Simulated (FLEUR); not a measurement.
Input of a FLEUR MaX-R8.1 (patched build s14) run:

inp.xml

```xml
<?xml version="1.0" encoding="UTF-8" standalone="no"?>
<fleurInput fleurInputVersion="0.39">
   <comment>
      MgO                                                                                                 
   </comment>
   <calculationSetup>
      <cutoffs Kmax="4.47" Gmax="13.9" GmaxXC="13.9" numbands="0"/>
      <scfLoop itmax="60" minDistance="0.00001" maxIterBroyd="15" imix="Anderson" alpha="0.05" precondParam="0.0" spinf="2.0"/>
      <coreElectrons ctail="T" frcor="F" kcrel="0" coretail_lmax="0"/>
      <xcFunctional name="pbe" relativisticCorrections="F"/>
      <magnetism jspins="1"/>
      <soc l_soc="F" theta="0.0" phi="0.0" spav="F"/>
      <expertModes spex="0" secvar="F"/>
      <geometryOptimization l_f="T" forcealpha="1.0" forcemix="BFGS" epsdisp="0.0005" epsforce="0.0002"/>
      <ldaU l_linMix="F" mixParam="0.05" spinf="1.0"/>
   </calculationSetup>
   <cell>
      <bzIntegration valenceElectrons="32.0" mode="hist" fermiSmearingEnergy="0.00183747">
         <kPointListSelection listName="default-1"/>
         <!-- k-points included here -->
         <xi:include xmlns:xi="http://www.w3.org/2001/XInclude" href="kpts.xml"> </xi:include>
      </bzIntegration>
      <!-- symmetry operations included here -->
      <xi:include xmlns:xi="http://www.w3.org/2001/XInclude" href="sym.xml"> </xi:include>
      <bulkLattice scale="1.0">
         <bravaisMatrix>
            <row-1>    6.2508114830009571     0.0000000000000000     0.0000000000000000</row-1>
            <row-2>   -3.1254057415949648     5.4133615385149891     0.0000000000000000</row-2>
            <row-3>    0.0000000000000000     0.0000000000000000     9.4162816675894767</row-3>
         </bravaisMatrix>
      </bulkLattice>
   </cell>
   <atomSpecies>
      <species name="Magnesium (Mg)" element="Mg" atomicNumber="12">
         <mtSphere radius="1.79" gridPoints="583" logIncrement="0.019"/>
         <atomicCutoffs lmax="7" lnonsphr="5"/>
         <electronConfig flipSpins="F">
            <coreConfig>(1s1/2)</coreConfig>
            <valenceConfig>(2s1/2) (2p1/2) (2p3/2) (3s1/2)</valenceConfig>
         </electronConfig>
         <energyParameters s="3" p="2" d="3" f="4"/>
         <lo type="SCLO" l="0" n="2" eDeriv="0"/>
         <lo type="HELO" l="1" n="3" eDeriv="0"/>
         <lo type="HELO" l="1" n="3" eDeriv="1"/>
         <lo type="SCLO" l="2" n="3" eDeriv="2"/>
         <lo type="SCLO" l="3" n="4" eDeriv="2"/>
      </species>
      <species name="Oxygen (O)" element="O" atomicNumber="8">
         <mtSphere radius="1.56" gridPoints="503" logIncrement="0.021"/>
         <atomicCutoffs lmax="6" lnonsphr="4"/>
         <electronConfig flipSpins="F">
            <coreConfig>(1s1/2)</coreConfig>
            <valenceConfig>(2s1/2) (2p1/2) (2p3/2)</valenceConfig>
            <stateOccupation state="(2p1/2)" spinUp="0.666667" spinDown="0.666667"/>
            <stateOccupation state="(2p3/2)" spinUp="1.333333" spinDown="1.333333"/>
         </electronConfig>
         <energyParameters s="2" p="2" d="3" f="4"/>
         <lo type="SCLO" l="0" n="2" eDeriv="2"/>
         <lo type="SCLO" l="1" n="2" eDeriv="2"/>
         <lo type="SCLO" l="2" n="3" eDeriv="2"/>
      </species>
   </atomSpecies>
   <atomGroups>
      <atomGroup species="Magnesium (Mg)">
         <relPos label="                   1">-.3364380000 .3496300000 .4870640000</relPos>
         <force calculate="T" relaxXYZ="TTT"/>
      </atomGroup>
      <atomGroup species="Magnesium (Mg)">
         <relPos label="                   2">.3227370000 -.3262220000 .0089120000</relPos>
         <force calculate="T" relaxXYZ="TTT"/>
      </atomGroup>
      <atomGroup species="Oxygen (O)">
         <relPos label="                   3">-.3367870000 .3311210000 -.0929490000</relPos>
         <force calculate="T" relaxXYZ="TTT"/>
      </atomGroup>
      <atomGroup species="Oxygen (O)">
         <relPos label="                   4">.3041830000 -.3389220000 .4125900000</relPos>
         <force calculate="T" relaxXYZ="TTT"/>
      </atomGroup>
   </atomGroups>
   <output dos="F" band="F" slice="F">
      <checks vchk="F" cdinf="F"/>
      <bandDOS minEnergy="-.5*Htr" maxEnergy="0.5*Htr" sigma="0.015" storeEVData="T"/>
      <vacuumDOS vacdos="F" integ="F" star="F" nstars="0" locx1="0.0" locy1="0.0" locx2="0.0" locy2="0.0" nstm="0" tworkf="0.0"/>
      <unfoldingBand unfoldBand="F" supercellX="1" supercellY="1" supercellZ="1"/>
      <plotting iplot="0" polar="F">
         <plot TwoD="T" vec1="  1.0  0.0  0.0" vec2="  0.0  1.0  0.0" vec3="  0.0  0.0  1.0" zero="  0.0  0.0  0.0" file="plot"/>
      </plotting>
      <chargeDensitySlicing numkpt="0" minEigenval="0.0" maxEigenval="0.0" nnne="0" pallst="F"/>
      <specialOutput eonly="F"/>
      <magneticCircularDichroism mcd="F" energyLo="-10.0" energyUp="0.0"/>
   </output>
  <!-- We include the file relax.xml here to enable relaxations (see documentation) -->
  <xi:include xmlns:xi="http://www.w3.org/2001/XInclude" href="relax.xml"> <xi:fallback/> </xi:include>
</fleurInput>
```

crystal.txt

```
MgO
&input cartesian=F /
3.3077869865  0.0000000000  0.0000000000
-1.6538934933  2.8646275606  0.0000000000
0.0000000000  0.0000000000  4.9828816700
1.8897261246
1.0 1.0 1.0

4
12 0.6635620000  0.3496300000  0.4870640000
12 0.3227370000  0.6737780000  0.0089120000
8 0.6632130000  0.3311210000  0.9070510000
8 0.3041830000  0.6610780000  0.4125900000

&kpt div1=9 div2=9 div3=6 gamma=T /
```

Potentials or basis: all-electron, FLAPW.

Run with:

```console
$ inpgen -f crystal.txt -profile fastHighL
$ # inp.xml edited to the form shown
$ fleur
```

Predict the largest force.

1.490 eV/Å.

What does it give for the band gap on the k mesh?

3.35 eV, direct.

Core levels (eV from the Fermi level):
```tsv
atom	levels
1 Mg	1s1/2 -1251.6
2 Mg	1s1/2 -1251.5
3 O	1s1/2 -502.8
4 O	1s1/2 -503.0
```

Caveat: an odd mesh through Γ misses points on the zone boundary, where band edges often lie.
